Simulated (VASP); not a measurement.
Input of a VASP 6.6.1 run:

Contents of INCAR:

```
SYSTEM = W2C3
PREC = Normal
ENCUT = 520
EDIFF = 1E-4
ISMEAR = 0
SIGMA = 0.15
LREAL = Auto
LASPH = .TRUE.
NELM = 60
ALGO = Fast
ISIF = 3
LWAVE = .FALSE.
LCHARG = .FALSE.
GGA = PE
IBRION = 2
NSW = 24
EDIFFG = -0.08
```

The input KPOINTS:

```
Automatic mesh
0
G
  3 3 3
  0 0 0
```

File POSCAR:

```
W2C3
1.0
    5.4437571200      0.0000000000      0.0000000000
    0.0000000000      5.4437571200      0.0000000000
    0.0000000000      0.0000000000      5.4437571200
W C
4 6
Direct
    0.7500000000      0.7500000000      0.7500000000
    0.2500000000      0.2500000000      0.7500000000
    0.2500000000      0.7500000000      0.2500000000
    0.7500000000      0.2500000000      0.2500000000
    0.0000000000      0.0000000000      0.0000000000
    0.5000000000      0.5000000000      0.5000000000
    0.2500000000      0.2500000000      0.2500000000
    0.7500000000      0.7500000000      0.2500000000
    0.7500000000      0.2500000000      0.7500000000
    0.2500000000      0.7500000000      0.7500000000
```

Potentials or basis: VASP PAW PBE potentials, release 64 (W_sv, C).

The run is started by

```bash
$ cat potpaw_PBE.64/W_sv/POTCAR potpaw_PBE.64/C/POTCAR > POTCAR
$ mpirun -np 1 vasp_std > vasp.out
```

Question: Estimate the relaxed cell.

Answer: a = 4.694 Å, b = 4.694 Å, c = 4.694 Å, α = 90.00°, β = 90.00°, γ = 90.00°.

Question: Estimate the band gap on the k mesh.

Answer: None (metal or under the smearing width).

Final structure:
```
CELL_PARAMETERS angstrom
4.69425 0.00000 0.00000
0.00000 4.69425 0.00000
0.00000 0.00000 4.69425
ATOMIC_POSITIONS crystal
W 0.75000 0.75000 0.75000
W 0.25000 0.25000 0.75000
W 0.25000 0.75000 0.25000
W 0.75000 0.25000 0.25000
C 0.00000 0.00000 0.00000
C 0.50000 0.50000 0.50000
C 0.25000 0.25000 0.25000
C 0.75000 0.75000 0.25000
C 0.75000 0.25000 0.75000
C 0.25000 0.75000 0.75000
```

Caveat: the k mesh is coarse (spacing up to 0.38 Å⁻¹), so the values aren't converged. The run has no spin-orbit coupling, so splittings on W are missing.
